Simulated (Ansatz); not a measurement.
One crystal and one scan (scan of one atom of the cell) at two levels, PBE (plane waves to 420 eV, PAW, scalar-relativistic; Ansatz, a quantum-chemistry and plane-wave program) and r2SCAN (plane waves to 500 eV, PAW, scalar-relativistic; Ansatz), each from its own relaxed cell and on its own mesh. The cell shown is that of PBE.

Relaxed CaF2 (fluorite):

```
CELL_PARAMETERS angstrom
      0.00000     2.75551     2.75551
      2.75551     0.00000     2.75551
      2.75551     2.75551     0.00000
ATOMIC_POSITIONS crystal
  Ca 0.00000 0.00000 0.00000
  F  0.25000 0.25000 0.25000
  F  0.75000 0.75000 0.75000
```

In this cell atom 3 (F, nearest neighbour Ca at 2.386 Å; its periodic images, 3.9 Å or more away, move with it) is moved by s along Cartesian [110], unit vector (0.707, 0.707, 0.000); all other atoms and the cell stay fixed.

E stands for the smeared free energy. CaF2 was relaxed with its symmetry unable to fall. The PAW data are Ansatz's earlier set. Percentages come from the unrounded values.

Results of PBE:

| Quantity | Value |
|---|---|
| Lattice constant a (Å) | 5.511 |
| Force constant k = d²E/ds² at s = 0 (finite differences) (eV/Å²) | 4.20 |
| Shape of the curve | a single well with its minimum at or next to zero displacement |

Question: What does r2SCAN give for the same quantities?

Answer: 
```tsv
quantity	r2SCAN	PBE − r2SCAN
Lattice constant a (Å)	5.440	+0.071 (+1.3 %)
Force constant k = d²E/ds² at s = 0 (finite differences) (eV/Å²)	5.00	-0.80 (-16 %)
```

PBE gives the higher value for: lattice constant a. PBE gives the lower value for: force constant k = d²E/ds² at s = 0. Both give the same shape of the curve: a single well with its minimum at or next to zero displacement. Neither level is exact: the differences show how much the result hangs on the functional.

(For displaced atoms, the force is minus the slope of the energy, and its curvature is a force constant, which sets phonon frequencies.)
